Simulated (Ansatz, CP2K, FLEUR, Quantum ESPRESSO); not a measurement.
# One calculation of HfO2, 4 ways

```
Hf O
1.0
     3.55802    0.00000    0.00000
     0.00000    3.55802    0.00000
     0.00000    0.00000    5.17186
Hf O
2 4
Direct
  0.00000 0.00000 0.00000
  0.50000 0.50000 0.50000
  0.00000 0.50000 0.19721
  0.50000 0.00000 0.30279
  0.50000 0.00000 0.80279
  0.00000 0.50000 0.69721
```

Measurements of this composition are mostly on another form, of space group No. 14.

Alike in all runs: task band structure; functional LDA; k mesh 8 × 8 × 5; occupations fermi-dirac, width 0.05 eV; no spin polarisation; no spin-orbit coupling. LDA stands for any of its common fits. Pressure is positive in compression and, in plane waves, holds the error of the finite cutoff. Gaps are the smaller of the mesh's and the band path's.

| program and potentials | plane-wave cutoff (eV) | notes | band gap (eV) | pressure (GPa) |
| --- | --- | --- | --- | --- |
| Ansatz, all-electron LAPW, scalar-relativistic | - | - | 4.55 | -4.62 |
| FLEUR, all-electron, FLAPW | - | - | 4.55 | - |
| CP2K, GTH_POTENTIALS Hf GTH-PADE-q12, O GTH-PADE-q6; TZVP-MOLOPT-PBE-GTH basis | - | atomic basis | 4.57 | -26.78 |
| Quantum ESPRESSO, GBRV 1.5 LDA | 612 | - | ? | ? |

**Question.** Estimate from the other rows what the run with Quantum ESPRESSO, GBRV 1.5 LDA gave.

**Answer.** Band gap 4.58 eV; pressure -6.35 GPa. The other rows, which needn't bracket it: band gap 4.55 to 4.57; pressure -26.78 to -4.62.
